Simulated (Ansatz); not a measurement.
## Nb under changes of volume

One of the cells (18.428 Å³/atom); the others are scaled copies at fixed shape and fractional positions:

```
CELL_PARAMETERS angstrom
-1.66395 1.66395 1.66395
1.66395 -1.66395 1.66395
1.66395 1.66395 -1.66395
ATOMIC_POSITIONS crystal
Nb 0.00000 0.00000 0.00000
```

| Item | Value |
| --- | --- |
| Program | Ansatz 0.2.0 |
| Functional | LDA |
| Potentials or basis | all-electron LAPW, scalar-relativistic |
| Cutoff | 232 eV (chosen from the basis error) |
| Basis error allowed | 0.0005 eV/atom |
| k mesh | 11 × 11 × 11 |
| Occupations | methfessel-paxton, width 0.01 eV |
| Spin | no spin polarisation |
| Hubbard terms | Nb d U = 4 eV |

```csv
volume (Å³/atom),energy over the lowest point (meV/atom),pressure (GPa)
17.322,0.00,1.2
17.691,1.82,-2.5
18.060,?,?
18.428,29.47,-9.3
18.797,54.34,-12.3
19.165,85.63,-14.9
19.534,122.64,-17.2
```

Question: What does the run at 18.060 Å³/atom give?

Answer: Energy over the lowest point 11.79 meV/atom; pressure -6.1 GPa.

Worked out: A Birch-Murnaghan fit of order 3 (a polynomial in V^(-2/3)) to the other rows has its minimum at 17.43 Å³/atom with B0 = V·E''(V) = 183 GPa and B' = 3.1. It gives 11.84 meV/atom at 18.060 Å³/atom, against the run's 11.79, and -dE/dV = -6.1 GPa, against -6.1.

Energies are extrapolated to zero smearing.

Caveats: U is the effective U less J, on atomic orbitals that reach past the spheres; U without spin polarisation on a metal has little footing; the U is typed as a test and isn't derived for this compound.
